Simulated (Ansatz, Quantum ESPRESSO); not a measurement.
# 2H-WS2, layer by layer, part 2 of 8

What does each added layer of 2H-WS2 bring in screening, and what does it do to the gap?

Quantum ESPRESSO 7.5; plane-wave DFT, PBE, GBRV ultrasoft pseudopotentials; geometry by Ansatz 0.2.0 with PAW datasets.

So far: The structure; Relaxation with Ansatz, 1 layer.

### Step 3. Self-consistent run, 1 layer: no field

The zero-field run is the reference. tefield and dipfield are on already, so that all runs share k-points and boundary.

Level of this step: plane-wave DFT, PBE, GBRV ultrasoft pseudopotentials (Quantum ESPRESSO 7.5).

Contents of n1.f0.in:

```
&control
  prefix = 'n1.f0'
  outdir = './out'
  pseudo_dir = './pseudo'
  calculation = 'scf'
  tprnfor = .true.
  tefield = .true.
  dipfield = .true.
/
&system
  ibrav = 0
  nat = 3
  ntyp = 2
  ecutwfc = 40
  ecutrho = 200
  occupations = 'smearing'
  smearing = 'fd'
  degauss = 0.004
  edir = 3
  emaxpos = 0.97
  eopreg = 0.04
  eamp = 0.0
  nbnd = 17
/
&electrons
  conv_thr = 1e-09
  mixing_beta = 0.4
  electron_maxstep = 120
  mixing_mode = 'plain'
/
ATOMIC_SPECIES
  S   32.0600  s_pbe_v1.4.uspp.F.UPF
  W   183.8400  w_pbe_v1.2.uspp.F.UPF
CELL_PARAMETERS angstrom
  3.18709463626029 0.00000000000000 0.00000000000000
  -1.59354731813014 2.76010491926653 0.00000000000000
  0.00000000000000 0.00000000000000 20.47562023240000
ATOMIC_POSITIONS crystal
  S   0.333333333333 0.666666666667 0.423242350828
  W   -0.000000000000 -0.000000000000 0.499999994263
  S   0.333333333333 0.666666666667 0.576757654909
K_POINTS automatic
  12 12 1 0 0 0
```

Command:

```
> OMP_NUM_THREADS=1 mpirun -n 4 pw.x -nk 4 -in n1.f0.in > n1.f0.out
```

What it wrote:

```text
Program PWSCF v.7.5 starts
[citation notice left out]

     Parallel version (MPI & OpenMP), running on       4 processor cores
     Number of MPI processes:                 4
     Threads/MPI process:                     1

     MPI processes distributed on     1 nodes
[...]
Current dimensions of program PWSCF are:
     Max number of different atomic species (ntypx) = 10
     Max number of k-points (npk) =  40000
     Max angular momentum in pseudopotentials (lmaxx) =  4
     Presently no symmetry can be used with electric field

     K-points division:     npool     =       4
     Subspace diagonalization in iterative solution of the eigenvalue problem:
     a serial algorithm will be used

     G-vector sticks info
     --------------------
     sticks:   dense  smooth     PW     G-vecs:    dense   smooth      PW
     Sum         499     397    139                58093    41447    8125

     Using Slab Decomposition

     bravais-lattice index     =            0
     lattice parameter (alat)  =       6.0227  a.u.
     unit-cell volume          =    1215.4979 (a.u.)^3
     number of atoms/cell      =            3
     number of atomic types    =            2
     number of electrons       =        26.00
     number of Kohn-Sham states=           17
     kinetic-energy cutoff     =      40.0000  Ry
     charge density cutoff     =     200.0000  Ry
     scf convergence threshold =      1.0E-09
     mixing beta               =       0.4000
     number of iterations used =            8  plain     mixing
     Exchange-correlation= SLA  PW   PBE  PBE
                           (   1   4   3   4   0   0   0)

     celldm(1)=   6.022736  celldm(2)=   0.000000  celldm(3)=   0.000000
     celldm(4)=   0.000000  celldm(5)=   0.000000  celldm(6)=   0.000000

     crystal axes: (cart. coord. in units of alat)
               a(1) = (   1.000000   0.000000   0.000000 )
               a(2) = (  -0.500000   0.866025   0.000000 )
               a(3) = (   0.000000   0.000000   6.424541 )

     reciprocal axes: (cart. coord. in units 2 pi/alat)
               b(1) = (  1.000000  0.577350 -0.000000 )
               b(2) = (  0.000000  1.154701  0.000000 )
               b(3) = (  0.000000 -0.000000  0.155653 )

     PseudoPot. # 1 for S  read from file:
     ./pseudo/s_pbe_v1.4.uspp.F.UPF
     Pseudo is Ultrasoft + core correction, Zval =  6.0
     Generated by new atomic code, or converted to UPF format
     Using radial grid of  907 points,  6 beta functions with:
                l(1) =   0
                l(2) =   0
                l(3) =   1
                l(4) =   1
                l(5) =   2
                l(6) =   2
     Q(r) pseudized with  8 coefficients,  rinner =    1.300   1.300   1.300
                                                       1.300   1.300

     PseudoPot. # 2 for W  read from file:
     ./pseudo/w_pbe_v1.2.uspp.F.UPF
     Pseudo is Ultrasoft + core correction, Zval = 14.0
     Generated by new atomic code, or converted to UPF format
     Using radial grid of  923 points,  8 beta functions with:
                l(1) =   0
                l(2) =   0
                l(3) =   0
                l(4) =   1
                l(5) =   1
                l(6) =   2
                l(7) =   2
                l(8) =   3
     Q(r) pseudized with  6 coefficients,  rinner =    1.350   1.350   1.350
                                                       1.350   1.350   1.350
                                                       1.350

     atomic species   valence    mass     pseudopotential
     S                 6.00    32.06000     S ( 1.00)
     W                14.00   183.84000     W ( 1.00)

     No symmetry found

   Cartesian axes

     site n.     atom                  positions (alat units)
         1        S      tau(   1) = (  -0.0000000   0.5773503   2.7191378  )
         2        W      tau(   2) = (   0.0000000   0.0000000   3.2122705  )
         3        S      tau(   3) = (  -0.0000000   0.5773503   3.7054032  )

     number of k points=    74  Fermi-Dirac smearing, width (Ry)=  0.0040
                       cart. coord. in units 2pi/alat
        k(    1) = (   0.0000000   0.0000000   0.0000000), wk =   0.0138889
        k(    2) = (   0.0000000   0.0962250   0.0000000), wk =   0.0277778
        k(    3) = (   0.0000000   0.1924501   0.0000000), wk =   0.0277778
        k(    4) = (   0.0000000   0.2886751   0.0000000), wk =   0.0277778
        k(    5) = (   0.0000000   0.3849002   0.0000000), wk =   0.0277778
        k(    6) = (   0.0000000   0.4811252   0.0000000), wk =   0.0277778
        k(    7) = (   0.0000000  -0.5773503   0.0000000), wk =   0.0138889
        k(    8) = (   0.0833333   0.0481125   0.0000000), wk =   0.0277778
        k(    9) = (   0.0833333   0.1443376   0.0000000), wk =   0.0277778
        k(   10) = (   0.0833333   0.2405626   0.0000000), wk =   0.0277778
[...]
k(   74) = (  -0.5000000  -0.8660254   0.0000000), wk =   0.0138889

     Dense  grid:    58093 G-vectors     FFT dimensions: (  27,  27, 180)

     Smooth grid:    41447 G-vectors     FFT dimensions: (  25,  25, 160)

     Estimated max dynamical RAM per process >     157.23 MB

     Estimated total dynamical RAM >     586.37 MB

     Initial potential from superposition of free atoms

     starting charge      25.8996, renormalised to      26.0000

     negative rho (up, down):  6.618E-02 0.000E+00

     Adding external electric field

     Computed dipole along edir(3) :
        Dipole               -0.0000 Ry au,         -0.0000 Debye
        Dipole field         -0.0000 Ry au,

        Potential amp.        0.0000 Ry
        Total length         37.1456 bohr

     Starting wfcs are   21 randomized atomic wfcs

     total cpu time spent up to now is        1.4 secs

     per-process dynamical memory:    67.3 Mb

     Self-consistent Calculation

     iteration #  1     ecut=    40.00 Ry     beta= 0.40
     Davidson diagonalization with overlap
     ethr =  1.00E-02,  avg # of iterations =  2.7

     Threshold (ethr) on eigenvalues was too large:
     Diagonalizing with lowered threshold

     Davidson diagonalization with overlap
     ethr =  3.33E-04,  avg # of iterations =  2.3

     negative rho (up, down):  6.695E-02 0.000E+00

     Adding external electric field

     Computed dipole along edir(3) :
        Dipole               -0.0000 Ry au,         -0.0001 Debye
        Dipole field         -0.0000 Ry au,

        Potential amp.        0.0000 Ry
        Total length         37.1456 bohr

     total cpu time spent up to now is        5.6 secs

     total energy              =    -207.50226249 Ry
     estimated scf accuracy    <       0.10167080 Ry

     iteration #  2     ecut=    40.00 Ry     beta= 0.40
[...]
negative rho (up, down):  6.788E-02 0.000E+00

[...]
Dipole                0.0001 Ry au,          0.0003 Debye
[...]
total energy              =    -207.50814043 Ry
     estimated scf accuracy    <       0.02586193 Ry

     iteration #  3     ecut=    40.00 Ry     beta= 0.40
[...]
negative rho (up, down):  6.840E-02 0.000E+00

[...]
Dipole               -0.0001 Ry au,         -0.0003 Debye
[...]
total energy              =    -207.51291492 Ry
     estimated scf accuracy    <       0.01663550 Ry

     iteration #  4     ecut=    40.00 Ry     beta= 0.40
[...]
negative rho (up, down):  6.911E-02 0.000E+00

[...]
Dipole                0.0009 Ry au,          0.0024 Debye
[...]
total energy              =    -207.51472421 Ry
     estimated scf accuracy    <       0.00113167 Ry

     iteration #  5     ecut=    40.00 Ry     beta= 0.40
[...]
negative rho (up, down):  6.918E-02 0.000E+00

[...]
Dipole               -0.0027 Ry au,         -0.0068 Debye
[...]
total energy              =    -207.51488436 Ry
     estimated scf accuracy    <       0.00032325 Ry

     iteration #  6     ecut=    40.00 Ry     beta= 0.40
[...]
negative rho (up, down):  6.917E-02 0.000E+00

[...]
Dipole                0.0009 Ry au,          0.0023 Debye
[...]
total energy              =    -207.51492559 Ry
     estimated scf accuracy    <       0.00004270 Ry

     iteration #  7     ecut=    40.00 Ry     beta= 0.40
[...]
negative rho (up, down):  6.911E-02 0.000E+00

[...]
Dipole                0.0002 Ry au,          0.0004 Debye
[...]
total energy              =    -207.51493440 Ry
     estimated scf accuracy    <       0.00000691 Ry

     iteration #  8     ecut=    40.00 Ry     beta= 0.40
[...]
negative rho (up, down):  6.910E-02 0.000E+00

[...]
Dipole               -0.0000 Ry au,         -0.0000 Debye
[...]
total energy              =    -207.51493525 Ry
     estimated scf accuracy    <       0.00000400 Ry

     iteration #  9     ecut=    40.00 Ry     beta= 0.40
[...]
negative rho (up, down):  6.906E-02 0.000E+00

[...]
Dipole                0.0000 Ry au,          0.0000 Debye
[...]
total energy              =    -207.51493591 Ry
     estimated scf accuracy    <       0.00000004 Ry

     iteration # 10     ecut=    40.00 Ry     beta= 0.40
[...]
negative rho (up, down):  6.906E-02 0.000E+00

[...]
Dipole               -0.0000 Ry au,         -0.0000 Debye
[...]
total energy              =    -207.51493600 Ry
     estimated scf accuracy    <       0.00000007 Ry

     iteration # 11     ecut=    40.00 Ry     beta= 0.40
[...]
negative rho (up, down):  6.905E-02 0.000E+00

[...]
Dipole                0.0000 Ry au,          0.0000 Debye
[...]
total energy              =    -207.51493600 Ry
     estimated scf accuracy    <       0.00000002 Ry

     iteration # 12     ecut=    40.00 Ry     beta= 0.40
[...]
negative rho (up, down):  6.906E-02 0.000E+00

[...]
Dipole               -0.0000 Ry au,         -0.0000 Debye
[...]
total energy              =    -207.51493600 Ry
     estimated scf accuracy    <          2.3E-09 Ry

     iteration # 13     ecut=    40.00 Ry     beta= 0.40
[...]
negative rho (up, down):  6.906E-02 0.000E+00

[...]
Dipole                0.0000 Ry au,          0.0000 Debye
[...]
End of self-consistent calculation

          k = 0.0000 0.0000 0.0000 (  5129 PWs)   bands (ev):

   -74.7935 -39.0240 -38.8739 -38.8739 -15.4677 -13.8453  -7.0560  -3.5732
    -3.5732  -2.8393  -2.3491  -2.3491  -0.7776   2.1363   2.1363   2.2835
     2.2835

          k = 0.0000 0.0962 0.0000 (  5121 PWs)   bands (ev):

   -74.7924 -39.0197 -38.8964 -38.8790 -15.3544 -13.8034  -6.9197  -3.8702
    -3.4623  -3.2377  -2.5273  -2.1504  -0.8360   2.0083   2.0379   2.1828
     2.3478

          k = 0.0000 0.1925 0.0000 (  5173 PWs)   bands (ev):

   -74.7894 -39.0091 -38.9577 -38.8935 -15.0317 -13.6845  -6.5524  -4.5583
    -3.8811  -3.1568  -2.9435  -2.1407  -1.0988   1.6179   1.9647   2.0529
     2.8336

          k = 0.0000 0.2887 0.0000 (  5169 PWs)   bands (ev):

   -74.7854 -39.0393 -38.9940 -38.9129 -14.5522 -13.5098  -6.1843  -5.2138
    -4.5688  -3.4056  -2.7406  -2.3875  -1.5866   1.5728   1.7989   2.4065
     3.3377

          k = 0.0000 0.3849 0.0000 (  5168 PWs)   bands (ev):

   -74.7813 -39.1201 -38.9786 -38.9322 -14.0102 -13.3177  -6.4786  -5.2203
    -5.2110  -3.7918  -2.6502  -2.3461  -1.9245   1.8145   1.8471   2.8811
     3.7026

          k = 0.0000 0.4811 0.0000 (  5204 PWs)   bands (ev):

   -74.7783 -39.1790 -38.9678 -38.9462 -13.5537 -13.1633  -6.9808  -5.6777
    -5.1231  -4.0417  -2.8096  -2.0911  -1.8198   1.9881   2.2617   3.2000
     3.8982

[...]
the Fermi energy is     0.1828 ev

!    total energy              =    -207.51493600 Ry
     estimated scf accuracy    <          1.5E-10 Ry
     smearing contrib. (-TS)   =      -0.00000000 Ry
     internal energy E=F+TS    =    -207.51493600 Ry

     The total energy is F=E-TS. E is the sum of the following terms:
     one-electron contribution =   -1144.70971273 Ry
     hartree contribution      =     571.89321342 Ry
     xc contribution           =     -58.17468067 Ry
     ewald contribution        =     423.47624398 Ry
     electric field correction =       0.00000000 Ry

     convergence has been achieved in  13 iterations

     negative rho (up, down):  6.906E-02 0.000E+00

     Forces acting on atoms (cartesian axes, Ry/au):

     atom    1 type  1   force =    -0.00000001   -0.00000000   -0.00081194
     atom    2 type  2   force =    -0.00000001    0.00000001   -0.00000016
     atom    3 type  1   force =     0.00000003   -0.00000001    0.00081210

     Total force =     0.001148     Total SCF correction =     0.000040

[...]
=------------------------------------------------------------------------------=
   JOB DONE.
=------------------------------------------------------------------------------=
[key lines of the parts left out:]
Dipole field          0.0000 Ry au,
```

Wall time 34 s (4 MPI ranks of Arm Neoverse V2, shared host); peak memory 0.73 GiB; 2.2 min of CPU time.

Numbers from this step:

```
free energy                          : -2823.3845 eV
Fermi energy                         : 0.1828 eV
dipole along the normal              : 0 e·Å
valence top, on the run's zero       : -0.7353 eV
conduction bottom, on the run's zero : 1.076 eV
gap by band count                    : 1.811 eV
```

The run needed 13 iterations to bring the estimated error under 1e-09 Ry; the largest force on any atom, held or free, is 0.02 eV/Å.

### Step 4. Potential by pp.x, 1 layer

The vacuum level is read from the electrostatic potential (plot_num = 11), averaged over planes.

Contents of n1.f0.pot.in:

```
&inputpp
  prefix = 'n1.f0'
  outdir = './out'
  filplot = 'n1.f0.pot.dat'
  plot_num = 11
/
```

Command:

```
> OMP_NUM_THREADS=1 mpirun -n 4 pp.x -in n1.f0.pot.in > n1.f0.pot.out
```

What it wrote:

```text
[banner, memory and clock lines left out]
Program POST-PROC v.7.5 starts

          URL

     ./out/n1.f0.save/

     IMPORTANT: XC functional enforced from input :
     Exchange-correlation= PBE
                           (   1   4   3   4   0   0   0)
     Any further DFT definition will be discarded
     Please, verify this is what you really want

     negative rho (up, down):  6.906E-02 0.000E+00

     Adding external electric field

     Computed dipole along edir(3) :
        Dipole                0.0000 Ry au,          0.0000 Debye
        Dipole field          0.0000 Ry au,

        Potential amp.       -0.0000 Ry
        Total length         37.1456 bohr

     Calling punch_plot, plot_num =  11

     Adding external electric field

     Computed dipole along edir(3) :
        Dipole                0.0000 Ry au,          0.0000 Debye
        Dipole field          0.0000 Ry au,

        Potential amp.       -0.0000 Ry
        Total length         37.1456 bohr

     Writing data to file  n1.f0.pot.dat
     Message from routine chdens:
     namelist plot not found or invalid, exiting
```

Elapsed: 0.94 s, on 4 MPI ranks; peak memory 0.13 GiB; 3.5 s of CPU time.

This step gave:

| Quantity | Value |
| --- | --- |
| slope of the potential above | 4.09e-5 eV/Å |
| upper vacuum line continued to the top atoms, over the valence top | 5.712 eV |
| slope of the potential below | -3.52e-5 eV/Å |
| lower vacuum line continued to the bottom atoms, over the valence top | 5.712 eV |
| vacuum level at the upper face over the valence top of the mesh | 5.712 eV |
| vacuum level at the lower face over the valence top of the mesh | 5.712 eV |

Electrostatic potential energy of an electron, with the sawtooth; zero at the highest filled level of the SCF mesh. Table of potential energy, planar mean by z:

| z (Å) | potential energy, planar mean (eV) |
| --- | --- |
| 0.0 | 5.71 |
| 0.5 | 5.71 |
| 1.0 | 5.71 |
| 1.5 | 5.71 |
| 2.0 | 5.71 |
| 2.5 | 5.71 |
| 3.0 | 5.71 |
| 3.5 | 5.71 |
| 4.0 | 5.71 |
| 4.5 | 5.71 |
| 5.0 | 5.71 |
| 5.5 | 5.71 |
| 6.0 | 5.70 |
| 6.5 | 5.65 |
| 7.0 | 5.44 |
| 7.5 | 4.43 |
| 8.0 | -0.499 |
| 8.5 | -11.8 |
| 9.0 | -10.4 |
| 9.5 | -6.69 |
| 10.0 | -11.4 |
| 10.5 | -11.2 |
| 11.0 | -6.52 |
| 11.5 | -10.8 |
| 12.0 | -11.4 |
| 12.5 | -0.0100 |
| 13.0 | 4.51 |
| 13.5 | 5.46 |
| 14.0 | 5.66 |
| 14.5 | 5.70 |
| 15.0 | 5.71 |
| 15.5 | 5.71 |
| 16.0 | 5.71 |
| 16.5 | 5.71 |
| 17.0 | 5.71 |
| 17.5 | 5.71 |
| 18.0 | 5.71 |
| 18.5 | 5.71 |
| 19.0 | 5.71 |
| 19.5 | 5.71 |
| 20.0 | 5.71 |

### Step 5. Self-consistent run, 1 layer: field 0.1 V/Å

eamp is the field in Hartree atomic units (1 a.u. = 51.42 V/Å). With dipfield on, it is the field in the vacuum beside an isolated sheet. The run starts from the density of the one before.

n1.f1.in, as its differences from the input of step 3:

```diff
@@ -1,3 +1,3 @@
 &control
-  prefix = 'n1.f0'
+  prefix = 'n1.f1'
   outdir = './out'
@@ -21,3 +21,3 @@
   eopreg = 0.04
-  eamp = 0.0
+  eamp = 0.00194469
   nbnd = 17
@@ -29,2 +29,3 @@
   mixing_mode = 'plain'
+  startingpot = 'file'
 /
```

Command:

```
> cp -r out/n1.f0.save out/n1.f1.save
> OMP_NUM_THREADS=1 mpirun -n 4 pw.x -nk 4 -in n1.f1.in > n1.f1.out
```

What it wrote:

```text
[banner, memory and clock lines left out]
Program PWSCF v.7.5 starts
[...]
number of electrons       =        26.00
     number of Kohn-Sham states=           17
     kinetic-energy cutoff     =      40.0000  Ry
     charge density cutoff     =     200.0000  Ry
[...]
number of k points=    74  Fermi-Dirac smearing, width (Ry)=  0.0040
[...]
Dense  grid:    58093 G-vectors     FFT dimensions: (  27,  27, 180)
[...]
The initial density is read from file :
[...]
negative rho (up, down):  6.906E-02 0.000E+00
[...]
Starting wfcs are   21 randomized atomic wfcs
[...]
negative rho (up, down):  6.911E-02 0.000E+00
[...]
estimated scf accuracy    <       0.00706323 Ry
[...]
negative rho (up, down):  6.911E-02 0.000E+00
[...]
estimated scf accuracy    <       0.06681368 Ry
[...]
negative rho (up, down):  6.911E-02 0.000E+00
[...]
estimated scf accuracy    <       0.00006196 Ry
[...]
negative rho (up, down):  6.910E-02 0.000E+00
[...]
estimated scf accuracy    <       0.00002523 Ry
[...]
negative rho (up, down):  6.909E-02 0.000E+00
[...]
estimated scf accuracy    <       0.00000060 Ry
[...]
negative rho (up, down):  6.908E-02 0.000E+00
[...]
estimated scf accuracy    <       0.00000011 Ry
[...]
negative rho (up, down):  6.906E-02 0.000E+00
[...]
estimated scf accuracy    <       0.00000003 Ry
[...]
negative rho (up, down):  6.906E-02 0.000E+00
[...]
estimated scf accuracy    <          2.2E-09 Ry
[...]
negative rho (up, down):  6.906E-02 0.000E+00
[...]
estimated scf accuracy    <          2.0E-09 Ry
[...]
negative rho (up, down):  6.905E-02 0.000E+00
[...]
Computed dipole along edir(3) :
        Dipole                0.0468 Ry au,          0.1189 Debye
        Dipole field          0.0005 Ry au,
        E field amplitude [Ha a.u.]:  1.9447E-03
        Potential amp.        0.1085 Ry
        Total length         37.1456 bohr
[...]
the Fermi energy is     0.1978 ev
!    total energy              =    -207.51502700 Ry
     estimated scf accuracy    <          1.9E-11 Ry
     smearing contrib. (-TS)   =      -0.00000000 Ry
     internal energy E=F+TS    =    -207.51502700 Ry
[...]
one-electron contribution =   -1144.70912279 Ry
     hartree contribution      =     571.89267168 Ry
     xc contribution           =     -58.17466053 Ry
     ewald contribution        =     423.47624398 Ry
     electric field correction =      -0.00015934 Ry
     convergence has been achieved in  10 iterations
     negative rho (up, down):  6.905E-02 0.000E+00
[...]
Total force =     0.001175     Total SCF correction =     0.000011
[...]
```

Wall time 29 s (4 MPI ranks); peak memory 0.73 GiB; 1.9 min of CPU time.

This step gave:

```
free energy                          : -2823.3858 eV
Fermi energy                         : 0.1978 eV
dipole along the normal              : 0.02475 e·Å
valence top, on the run's zero       : -0.7203 eV
conduction bottom, on the run's zero : 1.091 eV
```

### Step 6. Potential by pp.x, 1 layer

Contents of n1.f1.pot.in:

```
&inputpp
  prefix = 'n1.f1'
  outdir = './out'
  filplot = 'n1.f1.pot.dat'
  plot_num = 11
/
```

Command:

```
> OMP_NUM_THREADS=1 mpirun -n 4 pp.x -in n1.f1.pot.in > n1.f1.pot.out
```

It took 0.96 s on 4 MPI ranks; peak memory 0.13 GiB.

This step gave:

* slope of the potential above: 0.1000 eV/Å
* upper vacuum line continued to the top atoms, over the valence top: 5.615 eV
* slope of the potential below: 0.09996 eV/Å
* lower vacuum line continued to the bottom atoms, over the valence top: 5.810 eV

The slope in the vacuum is 0.100 eV/Å for an applied 0.10 V/Å, as it should be.

(Part 2 of 8 ends here.)

[Logs are printed without paths, hosts, clocks, repeated set-up lines and the standing remarks that a program may print on its own settings, such as how far it seeks lower states.]

[Hosts, paths, dates, database ids (printed as entryN), source tags and the programs' standing remarks are cut or masked in the printed files.]

[Maps of the electrostatic potential energy from Ansatz leave out the sawtooth potential of an applied field or a dipole correction, so their vacuum need not be flat; planar profiles and work functions include it.]
